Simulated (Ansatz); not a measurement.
Elastic constants of Li2S at 35 GPa (stress–strain coefficients): input and output

Computed with DFT PBE, scalar-relativistic, plane waves, PAW in Ansatz 0.2.0.

Launched with:
```bash
ansatz run input.yaml --threads 1 --pin off --max-ram 1228MiB --backend cpu --events-out ev --progress --plain --runs-dir out
```

Input (bare energies are in eV):
```yaml
crystal:
  lattice:
    - [0.0, 2.4974461719, 2.4974461719]
    - [2.4974461719, 0.0, 2.4974461719]
    - [2.4974461719, 2.4974461719, 0.0]
  atoms:
    - { symbol: Li, position: [0.25, 0.25, 0.25] }
    - { symbol: Li, position: [0.75, 0.75, 0.75] }
    - { symbol: S, position: [0.0, 0.0, 0.0] }
basis:
  ecutwfc: 420
kpoints:
  mp_grid: { grid: [8, 8, 8] }
hamiltonian:
  xc: pbe
scf:
  occupations: { method: fixed }
output:
  forces: true
  stress: true
  eigenvalues: true
elastic:
  mode: relaxed_ion
  stencil: two_point
```

From the output:
```
--- Elastic constants: 2 strain directions × 2 members + reference (group order 48) ---
  dense FFT box of the reference and of every strained cell: 24×24×24
  strains applied: 11, 23; error gains: componentwise 1.00 (the most a stress slope's error grows in a printed constant), spectral 1.73 (1 for all six strains in a standard setting)
  C = ∂σ_k/∂η_j (tension-positive GPa; Voigt order 11 22 33 23 13 12):
       205.599    128.988    128.988     -0.000     -0.000      0.000
       128.988    205.599    128.988      0.000     -0.000     -0.000
       128.988    128.988    205.599     -0.000      0.000      0.000
        -0.000      0.000      0.000     56.435      0.000     -0.000
        -0.000     -0.000      0.000     -0.000     56.435      0.000
         0.000     -0.000      0.000     -0.000     -0.000     56.435
  reference stress σ⁰ (GPa):    -34.987    -34.987    -34.987      0.000     -0.000     -0.000
  C* (energy form; C + prestress term) asymmetry max|C*_kj − C*_jk| = 5.684e-14 GPa — a small one proves nothing (zero by symmetry where the batch's group is 432, −43m or m−3m); a large one is finite-difference/SCF noise where every solve ...
  moduli (Voigt/Reuss/Hill, GPa): K = 154.52/154.52/154.52   G = 49.18/47.45/48.32   E = 131.27   ν = 0.358
  mechanically stable: yes (min eigenvalue of sym C = 56.43 GPa)
  strain η (Voigt 11):  stress-route row diagonal C_11 = 205.60 GPa, energy-path curvature d²(F+E_count+ΔE)/dδ²/Ω₀ = 205.61 GPa
         δ    σ_11 (GPa) F (eV) n_scf n_hpsi n_pw
    -2.000e-3     -35.3988       -1314.2865010       6   10139    620   relax 0 steps, max|allowed force component| 1.11e-16 eV/Å
     2.000e-3     -34.5764       -1314.3137138       7   11358    620   relax 0 steps, max|allowed force component| 1.11e-16 eV/Å
  strain η (Voigt 23):  stress-route row diagonal C_44 = 56.43 GPa, energy-path curvature d²(F+E_count+ΔE)/dδ²/Ω₀ = 73.93 GPa
         δ    σ_23 (GPa) F (eV) n_scf n_hpsi n_pw
    -2.000e-3      -0.1129       -1314.3001588      10   21015    620   relax 3 steps, max|allowed force component| 1.80e-8 eV/Å
     2.000e-3       0.1129       -1314.3001588      10   21010    620   relax 2 steps, max|allowed force component| 7.45e-9 eV/Å
```

Other phases may be more stable at this pressure.